Moving from LDA to a gradient-corrected functional (GGA), and from there to a meta-GGA, looks like a climb that should bring the band gap of rutile TiO2 steadily closer to the measured one. The gap does rise, but the whole climb gains about 0.2 eV where more than 1 eV is missing. Exchanging one GGA for another moves it by only a few hundredths of an eV. For the absolute gap, the choice among these five functionals is therefore a minor decision.

Band gaps of rutile TiO2 from plane-wave DFT with PAW potentials in VASP 6.6.1, for the same 6-atom cell and atomic positions in every row. All runs use a 520 eV cutoff, a 6 × 6 × 9 k mesh and a smearing width of 0.05 eV, without spin polarisation, spin-orbit coupling or a dispersion correction. Gaps are differences between Kohn-Sham levels at points of the k mesh.

```
functional                                        potentials  gap on mesh (eV)  direct gap on mesh (eV)
       LDA              VASP-PAW-LDA-potentials,-recommended             1.752                    1.752
       PBE  VASP-PAW-PBE-potentials, recommended,-release-54             1.839                    1.839
    PBEsol              VASP-PAW-PBE-potentials,-recommended             1.803                    1.803
      BLYP              VASP-PAW-PBE-potentials,-recommended             1.832                    1.832
   revTPSS              VASP-PAW-PBE-potentials,-recommended             1.973                    1.973
```

**How large the steps are**

LDA gives the smallest gap and revTPSS, the meta-GGA, the largest. The three GGAs (PBE, PBEsol and BLYP) lie between them, within 0.036 eV of each other. The step from PBE to revTPSS is 0.134 eV, more than half of the full spread. BLYP and PBE differ by only 0.007 eV, and their order deserves no explanation. In every row the smallest gap is also the smallest direct gap; band edges between the computed k points were not searched for. The inputs for LDA and BLYP used Gaussian smearing, those for the other three functionals Fermi-Dirac occupations. With a width of 0.05 eV and gaps this large, that makes no difference to the comparison.

The measured gap is roughly 3 eV, a recalled value good enough for this comparison. Against it PBE falls short by about 1.2 eV, or 39% of the measured gap, and revTPSS by about 1.0 eV. The meta-GGA thus removes some 12% of the PBE error. The calculation also leaves out spin-orbit coupling and the motion of the nuclei, but in an oxide of such light atoms these usually change a gap by a few tenths of an eV at most. Most of the shortfall must come from the functional and from reading the gap off its orbital energies.

**Why the error is shared**

In TiO2 the titanium has formally given away all its d electrons. The highest filled states are mainly oxygen 2p and the lowest empty ones mainly titanium 3d, as is well known for such oxides. The true gap is a difference of two energies: what it costs to take an electron out of the solid, less what is gained when one is put in.

A density-functional calculation reads the gap from orbital energies instead. In exact theory the potential felt by the electrons would jump upwards by a constant as soon as an electron is added across the gap, and this jump belongs to the measured gap. In LDA and the GGAs the potential is built from the density and its derivatives alone. One extra electron spread over a large crystal hardly changes any of these, so the jump is absent. A better gradient correction reshapes the potential a little but doesn't supply the jump. That fits what the table shows: the three GGAs agree closely with one another and poorly with experiment.

revTPSS also uses the kinetic energy density, which is computed from the orbitals themselves. In the usual treatment its potential is then no longer one fixed function of position: a part of it depends on the slope of the very orbital it acts on. Two orbitals in the same place can feel it differently, and a small part of the missing jump can enter the orbital gap. Theory offers this as the reason for the larger revTPSS value; the table shows the gain but doesn't isolate its cause. The argument gives a useful question to ask of any functional: is its potential the same function of position for every orbital, or does it depend on the orbital it acts on?

The step from LDA to the GGAs is less clean. LDA was run with potentials made for LDA, the other four functionals with potentials made for PBE. The 0.051 eV between LDA and PBEsol thus contains a change of potentials as well as a change of functional. PBEsol, BLYP and revTPSS in turn borrow potentials that were not made for them, and only the PBE row names a release of the set, so small differences among these rows may also owe something to the potentials.

**What the fixed cell hides**

All five gaps belong to the same crystal cell, although each functional would prefer its own volume. The pressures of the same calculations show this: PBE pushes outwards with 4.95 GPa, while LDA pulls inwards with 7.86 GPa. The bulk modulus B says how much pressure p a given relative change of volume V produces, so for a small change ΔV/V ≈ p/B. With a rough recalled B of 210 GPa, PBE gives 4.95/210 ≈ 0.024, an expansion of about 2.4% if the cell were free to relax.

The same estimate gives a contraction of nearly 4% for LDA and an expansion of about 5% for BLYP. It takes one stiffness for all functionals, and no relaxed cell is available to test it. How far the gap would follow the volume isn't known from these data either, so the close agreement of the GGAs may not survive relaxation. PBE and revTPSS ask for nearly the same expansion, so the difference between their gaps can be expected to change little on relaxation.

**What to choose**

*To learn whether the material is an insulator*, any of the five will do here, since the smallest gap is still 1.75 eV. This doesn't carry over to oxides with partly filled d shells, where semilocal functionals can turn an insulator into a metal. PBE is a sensible default, and a change to PBEsol or BLYP for the sake of the gap isn't worth the trouble.

*To compare gaps to about 0.1 eV*, for instance between strained cells, keep one functional and one family of potentials throughout. A PBE value set beside a revTPSS value carries a difference of 0.134 eV that has nothing to do with the material. Measure every strain from the same starting cell, and either relax the atoms inside all the strained cells or hold them fixed in all; relaxing the cell itself would remove the strain. A common treatment removes these inconsistencies, but it doesn't guarantee that the remaining error is equal in all the cells. Doping that adds electrons is a known trap: semilocal functionals tend to spread such an electron over many titanium atoms, even where it should settle on one.

*To predict which light is absorbed*, none of the five is adequate. A photon of 1.84 eV, the PBE gap, is red, so PBE taken at its word would let absorption begin there, in a material used as a white pigment. Nor does a gap say how strong the absorption is: in rutile the transition across the smallest direct gap is known to be very weak. Raising the empty bands by about 1.2 eV repairs the PBE number, but that shift is taken from the measurement and predicts no gap.

**What it costs**

LDA and the GGAs need about the same work, and a meta-GGA adds a moderate factor for the kinetic energy density. That price buys about a tenth of an eV here, which is worthwhile only if a shift of this size matters to the purpose.

The usual next step is a hybrid functional, which mixes in exact exchange and so treats filled and empty orbitals differently by construction. Hybrids are known to open such gaps, by an amount that depends on the share of exact exchange; none was run here. Their cost grows faster because every filled orbital is paired with the others across the whole mesh of crystal momenta, here 24 filled bands at 324 points before symmetry is used. Doubling the mesh in each direction multiplies the work of a semilocal functional by about 8 and that of exact exchange by about 64. It therefore pays to find a starting mesh with a GGA and to keep the hybrid for the final gap. The mesh still needs a check with the hybrid itself, because exact exchange can converge more slowly. For the cell, a measured one or one relaxed with PBEsol, which was designed with the lattice constants of solids in mind, is likely to be a better start than the expanded PBE cell.

The output below lists the differences behind this advice, obtained by plain arithmetic without adjusted parameters.

The analysis program printed:

```
Gaps against PBE and against a rough measured gap of 3.0 eV:
      row  gap_eV  minus_PBE_eV  shortfall_eV  shortfall_percent
      LDA   1.752        -0.087         1.248               41.6
      PBE   1.839             0         1.161               38.7
   PBEsol   1.803        -0.036         1.197               39.9
     BLYP   1.832        -0.007         1.168              38.93
  revTPSS   1.973         0.134         1.027              34.23
Pressure at the fixed cell and rough volume change on relaxation:
      row  pressure_GPa  volume_change_percent
      LDA         -7.86                 -3.743
      PBE          4.95                  2.357
   PBEsol         -2.14                 -1.019
     BLYP         10.95                  5.214
  revTPSS          4.26                  2.029
Spread of all five gaps in eV: 0.221
Spread of the three GGA gaps in eV: 0.036
PBE less BLYP in eV: 0.007
PBE less PBEsol in eV: 0.036
PBEsol less LDA in eV: 0.051
revTPSS less PBE in eV: 0.134
Share of the PBE shortfall that revTPSS removes in percent: 11.54
Share of the LDA shortfall that revTPSS removes in percent: 17.71
Spread of the valence edge on the internal zero in eV: 0.5794
Spread of the conduction edge on the internal zero in eV: 0.6598
Smallest gap over the smearing width of 0.05 eV: 35.04
Points in the full k mesh: 324
Occupied bands: 24
Growth of semilocal work when each mesh division doubles: 8
Growth of exact exchange work when each mesh division doubles: 64
```
